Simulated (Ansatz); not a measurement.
Crystal: PtSe2 (Sudovikovite).

```
Pt Se
1.0
     3.72400    0.00000    0.00000
    -1.86200    3.22508    0.00000
     0.00000    0.00000    5.06200
Pt Se
1 2
Direct
  0.00000 0.00000 0.00000
  0.66667 0.33333 0.75000
  0.33333 0.66667 0.25000
```

Base run:

| Quantity | Value |
| --- | --- |
| Program | Ansatz 0.2.0 |
| Functional | LDA |
| Potentials or basis | Ansatz PAW |
| Cutoff | 420 eV (not typed: the program's choice for these potentials) |
| k mesh | 8 × 8 × 5 |
| Occupations | fermi-dirac, width 0.05 eV |
| Spin | no spin polarisation |

Its results: band gap on the k mesh none (metal or under the smearing width); pressure -0.5 GPa; largest force 0.196 eV/Å.

Task: After a change of settings the same cell gave: band gap on the k mesh none (metal or under the smearing width); pressure 14.6 GPa; largest force 1.028 eV/Å. Which change was it?
A. functional from LDA to BLYP
B. k mesh from 8 × 8 × 5 to 6 × 6 × 4; spin from no spin polarisation to spin-orbit coupling, no magnetisation; potential files from those of the base run to others of the same set
C. functional from LDA to revPBE
D. functional from LDA to RPBE

Result: A.

BLYP binds less tightly than LDA, so the same cell stands under more pressure.

Caveats: spin-orbit coupling is left out, which moves the levels of the heavy elements; the PAW data sets come from PBE, with cores solved anew for the run's functional, which leaves a small shift of forces and pressure; forces of over 1 eV/Å show positions far from the minimum, so gaps and moduli don't describe the material at rest (some runs).

Runs at the PBE level aren't shown here.
